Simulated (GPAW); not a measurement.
Runs of GPAW 26.7.0 on KI. It takes space group Fm-3m (No. 225, cubic). The conventional cell has a = 7.066 Å, b = 7.066 Å, c = 7.066 Å, α = 90.00°, β = 90.00°, γ = 90.00°. I (site symmetry m-3m) is surrounded by 6 K at 3.53 Å. K (site symmetry m-3m) has 6 I at 3.53 Å as nearest neighbours. 

```csv
task,level,potentials or basis,cell,k mesh,cutoff (eV),smearing,optimizer,fmax,max steps,convergence,band path,grid spacing,gap on the mesh (eV),pressure (GPa),relaxed volume (Å³/atom)
relaxation of cell and atoms,RPBE+D3(BJ),"the program's PAW data sets (release 1.2.1) made for this functional, pw",relaxed,7 × 7 × 7,600,fermi-dirac 0.05 eV,BFGS,0.02 eV/Å,60,density=1e-05 forces=0.0001,-,-,(a),0.0,31.54
band structure,PBE,"GPAW PAW data sets (gpaw-data 1.2.1), fd",as given,5 × 5 × 5,-,fermi-dirac 0.05 eV,-,-,-,-,"GXWKGLUWLK,UX",0.16 Å,3.98,-,-
band structure,r2SCAN,"GPAW PAW data sets (gpaw-data 1.2.1), pw",as given,7 × 7 × 7,600,fermi-dirac 0.05 eV,-,-,-,-,"GXWKGLUWLK,UX",-,(c),0.1,-
one-shot levels of the hybrid HSE06,LDA,"the program's PAW data sets (release 1.2.1) made for this functional, pw",as given,4 × 4 × 4,500,fermi-dirac 0.05 eV,-,-,-,-,-,-,3.61,-1.4,-
dielectric tensor,LDA,"the program's PAW data sets (release 1.2.1) made for this functional, pw",as given,5 × 5 × 5,450,fermi-dirac 0.001 eV,-,-,-,-,-,-,3.62,-,-
relaxation of cell and atoms,PBEsol+D3(BJ),"PAW data sets generated in the run's folder for this functional, pw",relaxed,7 × 7 × 7,600,fermi-dirac 0.05 eV,BFGS,0.02 eV/Å,60,density=1e-05 forces=0.0001,-,-,4.05,0.0,(b)
relaxation of cell and atoms,PBEsol+D4,"PAW data sets generated in the run's folder for this functional, pw",relaxed,7 × 7 × 7,600,fermi-dirac 0.05 eV,BFGS,0.02 eV/Å,60,density=1e-05 forces=0.0001,-,-,3.96,0.1,(d)
```

Alike in all rows: no spin polarisation.

Q: Fill in the values left out.

A: (a) 4.35; (b) 40.05; (c) 4.62; (d) 41.49.

Caveats: spin-orbit coupling is left out, which moves the levels of the heavy elements; an odd mesh through Γ misses points on the zone boundary, where band edges often lie (some runs); later steps reuse the first step's grids (some runs); the volume moved by over 15 % at a fixed basis, so the end points are rough (some runs); the real-space grid adds noise to forces (some runs); the PAW data sets were made with another functional, which shifts forces and pressure a little (some runs); the cutoff is short for stress and forces, so pressures can be off by a GPa or more (some runs).

A k mesh can miss the band edges, and the runs leave out spin-orbit coupling on I.

Not every run made on this cell is shown here.
